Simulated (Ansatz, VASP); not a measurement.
## Re in VASP and in Ansatz

```
CELL_PARAMETERS angstrom
2.77687 0.00000 0.00000
-1.38844 2.40484 0.00000
0.00000 0.00000 4.47881
ATOMIC_POSITIONS crystal
Re 0.33333 0.66667 0.25000
Re 0.66667 0.33333 0.75000
```

Alike in both runs: task single point; functional PBE; k mesh 13 × 13 × 7; occupations fermi-dirac, width 0.1 eV; no spin polarisation.

|  | VASP | Ansatz |
| --- | --- | --- |
| version | VASP 6.6.1 | Ansatz 0.2.0 |
| potentials or method | VASP PAW PBE potentials, release 64 (Re) | plane waves (420 eV) with PAW, scalar-relativistic |
| plane-wave cutoff (eV) | 520 | 420 |
| valence electrons in the cell | 14 | 30 |

|  | VASP | Ansatz | Ansatz less VASP |
| --- | --- | --- | --- |
| pressure (GPa) | -0.5 | 0.0 | +0.53 |
| largest component of the traceless stress (GPa) | 0.11 | 0.01 | -0.103 |

With one functional, cell and mesh, what is left measures potentials, basis and numerics. The two sets of potentials don't hold the same shells in valence.

Spin-orbit coupling is left out, which matters for the levels of Re.
